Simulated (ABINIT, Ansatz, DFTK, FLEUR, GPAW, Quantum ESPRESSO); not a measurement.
# Fe: net moment per atom by level of theory

Space group Im-3m (No. 229). a = 2.886 Å, b = 2.886 Å, c = 2.886 Å, α = 90.00°, β = 90.00°, γ = 90.00°
```
atom  site  symmetry       x       y       z
  Fe    2a      m-3m  0.0000  0.0000  0.0000
```

```csv
rung,level,program and potentials,cutoff (eV),k mesh,smearing,task,core time,chip,net moment per atom (μB),notes
GGA,PBE,"Ansatz, all-electron LAPW, scalar-relativistic",-,13 × 13 × 13,fermi-dirac 0.05,band structure,17 s,AMD EPYC 7R13 Zen 3,(a),-
GGA,PBEsol,"Quantum ESPRESSO, GBRV 1.5 PBEsol",762,13 × 13 × 13,fermi-dirac 0.05,band structure,27 s,Intel Xeon 6975P-C Granite Rapids,2.38,16 valence electrons an atom on average
GGA,PBEsol,"ABINIT, PseudoDojo NC SR PBEsol v0.4.1 standard",1225,13 × 13 × 13,fermi-dirac 0.05,single point,59 s,Arm Neoverse V2,2.38,16 valence electrons an atom on average
GGA + U (6 eV),PBEsol+U (Fe d U = 6 eV),"GPAW, PAW data sets generated for this functional",600,13 × 13 × 13,fermi-dirac 0.05,band structure,68 s,Intel Xeon Skylake/Cascade Lake,3.10,8 valence electrons an atom on average
GGA + U (4 eV),PBEsol+U (Fe d U = 4 eV),"GPAW, PAW data sets generated for this functional",600,13 × 13 × 13,fermi-dirac 0.05,band structure,69 s,Intel Xeon Skylake/Cascade Lake,2.94,8 valence electrons an atom on average
GGA,PBEsol,"FLEUR, all-electron, FLAPW",-,13 × 13 × 13,fermi-dirac 0.05,single point,70 s,Arm Neoverse V2,2.26,-
GGA + U (2 eV),PBEsol+U (Fe d U = 2 eV),"GPAW, PAW data sets generated for this functional",600,13 × 13 × 13,fermi-dirac 0.05,band structure,72 s,Intel Xeon Skylake/Cascade Lake,2.69,8 valence electrons an atom on average
GGA + U (8 eV),PBEsol+U (Fe d U = 8 eV),"GPAW, PAW data sets generated for this functional",600,13 × 13 × 13,fermi-dirac 0.05,band structure,74 s,Intel Xeon Skylake/Cascade Lake,3.39,8 valence electrons an atom on average
GGA,PBEsol,"GPAW, PAW data sets generated for this functional",600,13 × 13 × 13,fermi-dirac 0.05,band structure,80 s,Intel Xeon Skylake/Cascade Lake,2.26,8 valence electrons an atom on average
GGA,PBEsol,"DFTK, SG15 1.2 (PBE)",1225,12 × 12 × 12,fermi-dirac 0.05,single point,3.5 min,AMD EPYC 7R43 Zen 3,2.32,potentials made for PBE; 16 valence electrons an atom on average
GGA,PBE,"Quantum ESPRESSO, PseudoDojo 0.4.1 SR PBE standard",1225,10 × 10 × 10,fermi-dirac 0.05,Wannier functions,19 min,Intel Xeon Skylake/Cascade Lake,2.32,coarse mesh; 16 valence electrons an atom on average
```

Times are single runs on shared hosts and different chips, so they are rough; meshes, cutoffs and the tasks' sizes weigh on the time. All rows: collinear spin, ferromagnetic start. Smearing widths are in eV. The cell comes from a database and isn't always the measured one. For a metal such meshes aren't converged. Meshes differ between rows, which moves values too. Meshes are those of the run's cell of 1 atom unless a note names another. A magnetic state is the one that its parallel start led to; the crystal's real order can differ. Runs on faulty files, with rough fits or with known faults for this quantity aren't shown. No row holds spin-orbit coupling.

**Question.** Estimate the value left out from the other rows.

**Answer.** (a) 2.24 μB.
